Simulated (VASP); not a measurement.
# InP: optical spectrum of independent particles

InP, F-43m (no. 216), 2 atoms in the cell. TB-mBJ, independent-particle dielectric function; PAW potentials In_d, P (PBE set).

## Input

INCAR.step1:
```
EDIFF = 1E-5
ENCUT = 300
ISMEAR = 0
KPAR = 4
LASPH = T
LCHARG = F
LWAVE = T
NBANDS = 25
PREC = Accurate
SIGMA = 0.02
```

INCAR.step2:
```
ALGO = Normal
CSHIFT = 0.1
EDIFF = 1E-7
ENCUT = 300
ISMEAR = 0
ISTART = 1
KPAR = 4
LASPH = T
LCHARG = F
LOPTICS = T
LWAVE = T
METAGGA = MBJ
NBANDS = 25
NEDOS = 2000
PREC = Accurate
SIGMA = 0.02
```

KPOINTS:
```
k-points
0
Gamma
  8 8 8
```

POSCAR:
```
InP
1.0
    0.0000000000      2.9305000000      2.9305000000
    2.9305000000      0.0000000000      2.9305000000
    2.9305000000      2.9305000000      0.0000000000
In P
1 1
Direct
    0.0000000000      0.0000000000      0.0000000000
    0.7500000000      0.7500000000      0.7500000000
```

Commands (each step's output is kept before the next begins):
```
cat potpaw_PBE.64/In_d/POTCAR potpaw_PBE.64/P/POTCAR > POTCAR
cp INCAR.step1 INCAR
mpirun -np 4 vasp_std > vasp.out
cp INCAR.step2 INCAR
mpirun -np 4 vasp_std > vasp.out
```

## Result

- ε at zero frequency, electronic: 8.31
- Mean energy of the absorption, weighted by Im ε (eV): 5.55
- Refractive index at 1064 nm: 3.02
- Direct gap on the mesh (eV): 1.67

Dielectric function, mean of the diagonal:

| Energy (eV) | Real part | Imaginary part |
|---|---|---|
| 0.5 | 8.43 | 0.05 |
| 1.0 | 8.86 | 0.13 |
| 1.5 | 10.12 | 0.76 |
| 2.0 | 9.63 | 0.57 |
| 2.5 | 13.40 | 3.21 |
| 3.0 | 15.04 | 4.33 |
| 3.5 | 7.97 | 3.37 |
| 4.0 | 13.58 | 10.26 |
| 4.5 | 11.25 | 9.11 |
| 5.0 | -1.80 | 13.61 |
| 5.5 | -1.38 | 6.39 |
| 6.0 | -2.12 | 15.12 |
| 6.5 | -5.70 | 4.29 |
| 7.0 | -3.78 | 5.44 |
| 7.5 | -4.05 | 3.92 |
| 8.0 | -2.87 | 2.53 |
| 8.5 | -1.80 | 2.47 |
| 9.0 | -2.52 | 2.52 |
| 9.5 | -2.29 | 1.97 |
| 10.0 | -1.67 | 0.95 |
| 10.5 | -0.90 | 1.45 |
| 11.0 | -1.47 | 1.02 |
| 11.5 | -0.83 | 0.62 |
| 12.0 | -0.77 | 0.59 |

The mean energy covers the spectrum up to 12 eV.

Limits: The 8×8×8 mesh is coarse for a spectrum: peaks stand apart that a denser mesh merges, and ε at zero frequency can be far too high; spin-orbit coupling is left out, which can matter with atoms this heavy; the pull between electron and hole is left out.

VASP 6.6.1 took 43 s on 4 cores (Intel Xeon 6975P-C (Granite Rapids)), a shared host.
